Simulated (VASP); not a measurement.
# Which native defect does AlFe form most easily?

Which native defect is cheapest in AlFe, and how does that change with the growth condition? The start is a cell from a database of measured crystal structures.

Main program and level: VASP 6.6.1; PBEsol, spin-polarised from a ferromagnetic start (one magnetic atom a cell); plane waves and PAW (Fe, Al), in the first sound run; inputs show where later runs differ.

**1. The host crystal**

Symmetry: Pm-3m, No. 221, cubic system. The conventional cell has a = 2.910 Å, b = 2.910 Å, c = 2.910 Å, α = 90.00°, β = 90.00°, γ = 90.00°. Fe has 8 Al at 2.52 Å nearest. Nearest to Al lie 8 Fe at 2.52 Å. Farther neighbours are not listed.

Structure file:

```xyz
2
Lattice="2.9100 0.0000 0.0000 0.0000 2.9100 0.0000 0.0000 0.0000 2.9100" Properties=species:S:1:pos:R:3 pbc="T T T"
Fe    1.4550    1.4550    1.4550
Al    0.0000    0.0000    0.0000
```

**2. The host at zero pressure**

The later steps need the crystal at this functional's own lattice; a raised cutoff keeps the stress reliable while the cell changes.

File INCAR:

```
SYSTEM = AlFe
PREC = Accurate
ENCUT = 350
EDIFF = 1E-06
NELM = 120
ISMEAR = 1
SIGMA = 0.15
LREAL = .FALSE.
ALGO = Normal
GGA = PS
NBANDS = 14
ISPIN = 2
MAGMOM = 3 0
LASPH = .TRUE.
LMAXMIX = 4
LORBIT = 11
LWAVE = .FALSE.
LCHARG = .FALSE.
KPAR = 8
IBRION = 2
NSW = 40
ISIF = 3
EDIFFG = -0.02
POTIM = 0.4
```

File POSCAR:

```
AlFe
1.0
    2.9100000000      0.0000000000      0.0000000000
    0.0000000000      2.9100000000      0.0000000000
    0.0000000000      0.0000000000      2.9100000000
Fe Al
1 1
Direct
    0.5000000000      0.5000000000      0.5000000000
    0.0000000000      0.0000000000      0.0000000000
```

File KPOINTS:

```
Automatic mesh
0
Gamma
11 11 11
0 0 0
```

The projector-augmented-wave data sets are Fe and Al (PBE family, release 64).

The run is started by

```
mpirun -np 8 vasp_std
```

The program printed:

```text
[banner, memory and clock lines left out]
running    8 mpi-ranks, on    1 nodes
 distrk:  each k-point on    1 cores,    8 groups
 distr:  one band on    1 cores,    1 groups

 POSCAR found type information on POSCAR FeAl
 POSCAR found :  2 types and       2 ions
|                                                                             |
|           W    W    AA    RRRRR   N    N  II  N    N   GGGG   !!!           |
|           W    W   A  A   R    R  NN   N  II  NN   N  G    G  !!!           |
|           W    W  A    A  R    R  N N  N  II  N N  N  G       !!!           |
|           W WW W  AAAAAA  RRRRR   N  N N  II  N  N N  G  GGG   !            |
|           WW  WW  A    A  R   R   N   NN  II  N   NN  G    G                |
|           W    W  A    A  R    R  N    N  II  N    N   GGGG   !!!           |
|                                                                             |
|     For optimal performance we recommend to set                             |
|       NCORE = 2 up to number-of-cores-per-socket                            |
|     NCORE specifies how many cores store one orbital (NPAR=cpu/NCORE).      |
|     This setting can greatly improve the performance of VASP for DFT.       |
|     The default, NCORE=1 might be grossly inefficient on modern             |
|     multi-core architectures or massively parallel machines. Do your        |
|     Unfortunately you need to use the default for GW and RPA                |
|     calculations (for HF NCORE is supported but not extensively tested      |
|     yet).                                                                   |
|                                                                             |

|                                                                             |
|               ----> ADVICE to this user running VASP <----                  |
|                                                                             |
|     You enforced a specific xc type in the INCAR file but a different       |
|     [... a line on the potential file left out ...]
|     I HOPE YOU KNOW WHAT YOU ARE DOING!                                     |
|                                                                             |

 LDA part: xc-table for (Slater+PW92), standard interpolation
 POSCAR, INCAR and KPOINTS ok, starting setup
 FFT: planning ... GRIDC
 FFT: planning ... GRID_SOFT
 FFT: planning ... GRID
 WAVECAR not read
 entering main loop
       N       E                     dE             d eps       ncg     rms          rms(c)
DAV:   1     0.194451233746E+02    0.19445E+02   -0.36069E+03  3318   0.581E+02
DAV:   2    -0.144091839319E+02   -0.33854E+02   -0.30260E+02  3418   0.121E+02
DAV:   3    -0.152926949970E+02   -0.88351E+00   -0.87284E+00  3982   0.222E+01
DAV:   4    -0.153047736370E+02   -0.12079E-01   -0.12075E-01  3728   0.242E+00
DAV:   5    -0.153051395400E+02   -0.36590E-03   -0.36589E-03  4038   0.465E-01    0.148E+01
DAV:   6    -0.172973580741E+02   -0.19922E+01   -0.50408E+01  3694   0.836E+01    0.185E+01
DAV:   7    -0.137240644892E+02    0.35733E+01   -0.29536E+01  3748   0.543E+01    0.313E+00
DAV:   8    -0.136914987434E+02    0.32566E-01   -0.21547E-01  4000   0.382E+00    0.174E+00
DAV:   9    -0.136774274457E+02    0.14071E-01   -0.28623E-02  4080   0.167E+00    0.111E+00
DAV:  10    -0.136746445223E+02    0.27829E-02   -0.16679E-03  3796   0.314E-01    0.249E-01
DAV:  11    -0.136746774361E+02   -0.32914E-04   -0.35807E-04  4090   0.202E-01    0.110E-01
DAV:  12    -0.136746620831E+02    0.15353E-04   -0.52151E-05  4438   0.672E-02    0.589E-02
DAV:  13    -0.136746529299E+02    0.91533E-05   -0.41554E-06  3180   0.174E-02    0.250E-02
DAV:  14    -0.136746537960E+02   -0.86611E-06   -0.35882E-06  3392   0.214E-02
   1 F= -.13674654E+02 E0= -.13675045E+02  d E =-.136747E+02  mag=     0.7089
 curvature:   0.00 expect dE= 0.000E+00 dE for cont linesearch  0.000E+00
 trial: gam= 0.00000 g(F)=  0.000E+00 g(S)=  0.174E+00 ort = 0.000E+00 (trialstep = 0.100E+01)
 search vector abs. value=  0.174E+00
 bond charge predicted
       N       E                     dE             d eps       ncg     rms          rms(c)
DAV:   1    -0.150568391984E+02   -0.13822E+01   -0.17793E+01  3544   0.609E+01    0.111E+01
DAV:   2    -0.158645931639E+02   -0.80775E+00   -0.30215E+01  3724   0.684E+01    0.125E+01
DAV:   3    -0.137503078798E+02    0.21143E+01   -0.15532E+01  3726   0.429E+01    0.211E+00
DAV:   4    -0.137315490832E+02    0.18759E-01   -0.82701E-02  3812   0.227E+00    0.122E+00
DAV:   5    -0.137193820144E+02    0.12167E-01   -0.32004E-02  4382   0.163E+00    0.461E-01
DAV:   6    -0.137193068112E+02    0.75203E-04   -0.64863E-04  3604   0.206E-01    0.179E-01
DAV:   7    -0.137193350826E+02   -0.28271E-04   -0.40596E-04  4050   0.206E-01    0.471E-02
DAV:   8    -0.137193370353E+02   -0.19527E-05   -0.28098E-05  4008   0.577E-02    0.275E-02
DAV:   9    -0.137193380232E+02   -0.98784E-06   -0.17112E-06  3058   0.139E-02
   2 F= -.13719338E+02 E0= -.13719800E+02  d E =-.446842E-01  mag=     0.6857
 trial-energy change:   -0.044684  1 .order   -0.037936   -0.173712    0.097840
 step:   0.6725(harm=  0.6397)  dis= 0.00000  next Energy=   -13.735121 (dE=-0.605E-01)
 bond charge predicted
       N       E                     dE             d eps       ncg     rms          rms(c)
DAV:   1    -0.138853656870E+02   -0.16603E+00   -0.20233E+00  3454   0.211E+01    0.356E+00
DAV:   2    -0.140055608106E+02   -0.12020E+00   -0.42364E+00  3836   0.241E+01    0.430E+00
DAV:   3    -0.137378370507E+02    0.26772E+00   -0.13307E+00  3752   0.143E+01    0.509E-01
DAV:   4    -0.137362731383E+02    0.15639E-02   -0.47842E-03  3514   0.491E-01    0.280E-01
DAV:   5    -0.137355045680E+02    0.76857E-03   -0.90075E-04  4230   0.197E-01    0.974E-02
DAV:   6    -0.137355028063E+02    0.17617E-05   -0.82385E-05  4278   0.741E-02    0.306E-02
DAV:   7    -0.137355076872E+02   -0.48809E-05   -0.10147E-05  3548   0.202E-02    0.124E-02
DAV:   8    -0.137355085541E+02   -0.86687E-06   -0.15496E-06  2300   0.158E-02
   3 F= -.13735509E+02 E0= -.13735923E+02  d E =-.608548E-01  mag=     0.6975
 curvature:  -0.32 expect dE=-0.559E-09 dE for cont linesearch -0.559E-09
 trial: gam=-0.00010 g(F)=  0.723E-67 g(S)=  0.176E-08 ort = 0.175E-04 (trialstep = 0.935E+00)
 search vector abs. value=  0.100E-09
 reached required accuracy - stopping structural energy minimisation
```

The job ended after 9.8 s (8 MPI ranks of Intel Xeon 6975P-C (Granite Rapids), shared host; peak memory 1.1 GiB; 63 s of CPU time).

The logs omit lines about the potential files and the build; timing stands in the text.

From OUTCAR (step 2):

```text
ion  position               nearest neighbor table
   1  0.500  0.500  0.500-   2 2.52   2 2.52   2 2.52   2 2.52   2 2.52   2 2.52   2 2.52   2 2.52

  LATTYP: Found a simple cubic cell.
 ALAT       =     2.9100000000

 Subroutine GETGRP returns: Found 48 space group operations
 (whereof 48 operations were pure point group operations)

The static configuration has the point symmetry O_h .

 Found     56 irreducible k-points:

   k-points           NKPTS =     56   k-points in BZ     NKDIM =     56   number of bands    NBANDS=     14

   dimension x,y,z NGX =    18 NGY =   18 NGZ =   18
   dimension x,y,z NGXF=    36 NGYF=   36 NGZF=   36

   ENCUT  =  350.0 eV  25.72 Ry    5.07 a.u.   4.44  4.44  4.44*2*pi/ulx,y,z

   NELECT =      11.0000    total number of electrons

 k-points in reciprocal lattice and weights: Automatic mesh
   0.00000000  0.00000000  0.00000000       0.001
   0.09090909  0.00000000  0.00000000       0.005
   0.18181818  0.00000000  0.00000000       0.005
   0.27272727  0.00000000  0.00000000       0.005
   0.36363636  0.00000000  0.00000000       0.005
   0.45454545  0.00000000  0.00000000       0.005
   0.09090909  0.09090909  0.00000000       0.009
   0.18181818  0.09090909  0.00000000       0.018
   0.27272727  0.09090909  0.00000000       0.018
[...]
0.45454545  0.45454545  0.36363636       0.018
   0.45454545  0.45454545  0.45454545       0.006

 average (electrostatic) potential at core
       1 -40.2144       2 -70.5739

 E-fermi :   8.2090

 spin component 1
 k-point     1 :       0.0000    0.0000    0.0000
  band No.  band energies     occupation
    ...
      2       5.5728      1.00000
      3       5.5728      1.00000
      4       7.8901      1.00522
      5       7.8901      1.00522
      6       7.8901      1.00522
      7      14.7612      0.00000
      8      14.7612      0.00000
      9      14.7612      0.00000
     10      17.7140      0.00000
     11      17.7140      0.00000
    ...

 k-point     2 :       0.0909    0.0000    0.0000
  band No.  band energies     occupation
    ...
      2       5.5604      1.00000
      3       5.6199      1.00000
      4       7.7947      1.00033
      5       7.7947      1.00033
      6       7.9002      1.00659
      7      13.5092      0.00000
      8      14.9889      0.00000
      9      14.9889      0.00000
     10      17.6698      0.00000
     11      18.8641      0.00000
    ...

 k-point     3 :       0.1818    0.0000    0.0000
  band No.  band energies     occupation
    ...
      2       5.4479      1.00000
      3       5.7507      1.00000
      4       7.5568      1.00000
      5       7.5568      1.00000
      6       7.9275      1.01166
      7      11.6425      0.00000
      8      15.6265      0.00000
      9      15.6265      0.00000
     10      17.5445      0.00000
     11      20.4064      0.00000
    ...

 k-point     4 :       0.2727    0.0000    0.0000
  band No.  band energies     occupation
    ...
      2       5.0051      1.00000
      3       5.9303      1.00000
      4       7.2770      1.00000
      5       7.2770      1.00000
      6       7.9634      1.02135
      7      10.1891     -0.00000
      8      16.5802      0.00000
      9      16.5802      0.00000
     10      17.3585      0.00000
     11      21.5928      0.00000
    ...

 k-point     5 :       0.3636    0.0000    0.0000
  band No.  band energies     occupation
    ...
      2       4.0320      1.00000
      3       6.1043      1.00000
      4       7.0438      1.00000
      5       7.0439      1.00000
      6       7.9968      1.03124
      7       9.4293     -0.00000
      8      17.1615      0.00000
      9      17.7643      0.00000
     10      17.7643      0.00000
     11      22.6070      0.00000
    ...

 k-point     6 :       0.4545    0.0000    0.0000
  band No.  band energies     occupation
    ...
      2       2.7015      1.00000
      3       6.2126      1.00000
      4       6.9142      1.00000
      5       6.9142      1.00000
      6       8.0166      1.03498
      7       9.1848     -0.00000
      8      17.0323      0.00000
      9      19.0639      0.00000
     10      19.0639      0.00000
     11      21.0023      0.00000
    ...

  Total       -0.0001744     -0.0001744     -0.0001744     -0.0000000     -0.0000000     -0.0000000
  in kB       -0.0121401     -0.0121401     -0.0121401     -0.0000000     -0.0000000     -0.0000000
  external PRESSURE =      -0.0121401 kB  Pullay stress =       0.0000000 kB

  energy-cutoff  :      350.00
  volume of cell :       23.02
      direct lattice vectors                 reciprocal lattice vectors
     2.844580137 -0.000000000  0.000000000     0.351545730  0.000000000  0.000000000
    -0.000000000  2.844580137 -0.000000000     0.000000000  0.351545730  0.000000000
    -0.000000000 -0.000000000  2.844580137    -0.000000000  0.000000000  0.351545730

 POSITION                                       TOTAL-FORCE (eV/Angst)
 -----------------------------------------------------------------------------------
      1.42229      1.42229      1.42229         0.000000     -0.000000      0.000000
      0.00000      0.00000      0.00000        -0.000000      0.000000      0.000000
 -----------------------------------------------------------------------------------
    total drift:                                0.000000     -0.000000      0.000000

  FREE ENERGIE OF THE ION-ELECTRON SYSTEM (eV)
  ---------------------------------------------------
  free  energy   TOTEN  =       -13.7355085541 eV

  energy  without entropy=      -13.7367519777  energy(sigma->0) =      -13.73592303

 reached required accuracy - stopping structural energy minimisation

 total charge
# of ion       s       p       d       tot
------------------------------------------
    1        0.447   0.530   6.514   7.491
    2        0.403   0.452   0.000   0.855
--------------------------------------------------
tot          0.850   0.982   6.514   8.346

 magnetization (x)
# of ion       s       p       d       tot
------------------------------------------
    1        0.000   0.009   0.717   0.726
    2       -0.007  -0.014   0.000  -0.022
--------------------------------------------------
tot         -0.007  -0.005   0.717   0.705

[... 6 further parts left out ...]
```

The cell holds one magnetic atom, so no antiferromagnetic order fits into it. The PAW data sets were made with PBE, which is usual practice but a small mismatch for other functionals. The run keeps the 48 symmetry operations of its start, so it cannot find a distortion of lower symmetry.

The steps of the relaxation:

| step | energy less that of the first step (eV) | largest force (eV/Å) | pressure (GPa) | volume (Å³) |
| --- | --- | --- | --- | --- |
| 1 | 0.0000 | 0.0000 | -11.26 | 24.64 |
| 2 | -0.0447 | 0.0000 | 7.02 | 22.25 |
| 3 | -0.0609 | 0.0000 | 0.00 | 23.02 |

| conventional cell, symmetrised | before | after | change |
| --- | --- | --- | --- |
| a (Å) | 2.910 | 2.845 | -2.2 % |
| b (Å) | 2.910 | 2.845 | -2.2 % |
| c (Å) | 2.910 | 2.845 | -2.2 % |
| volume (Å³/atom) | 12.32 | 11.51 | -6.6 % |

Final coordinates:

```xyz
2
Lattice="2.8446 0.0000 0.0000 0.0000 2.8446 0.0000 0.0000 0.0000 2.8446" Properties=species:S:1:pos:R:3 pbc="T T T"
Fe    1.4223    1.4223    1.4223
Al    0.0000    0.0000    0.0000
```

Numbers from this step:

```
electronic cycles                                 : 31
electrons                                         : 11
free energy (TOTEN)                               : -13.74 eV
energy at zero smearing                           : -13.74 eV
Fermi energy                                      : 8.209 eV
moment of the cell, from the last line of the log : 0.6975 μB
labelled metallic, from the levels on this mesh   : yes
```

Spin moment in the PAW sphere by atom:

| atom | spin moment in the PAW sphere (μB) |
| --- | --- |
| Fe1 | 0.726 |
| Al2 | -0.022 |

The run ended after 3 ionic steps, 0.061 eV below its first step, once forces and stress met EDIFFG = -0.02.

(Part 1 of 8 ends here.)

[Lines on the potential files, build, host, timing and source positions are cut from VASP's logs without a mark.]

[Logs are printed without paths, hosts, clocks, repeated set-up lines and the standing remarks that a program may print on its own settings, such as how far it seeks lower states.]

[Hosts, paths, dates, database ids (printed as entryN), source tags and the programs' standing remarks are cut or masked in the printed files.]

[In band tables of VASP the shares of atoms and orbitals are scaled to a sum of 1 inside the atoms' spheres.]

[Runs that stopped without an error message from VASP are left out.]
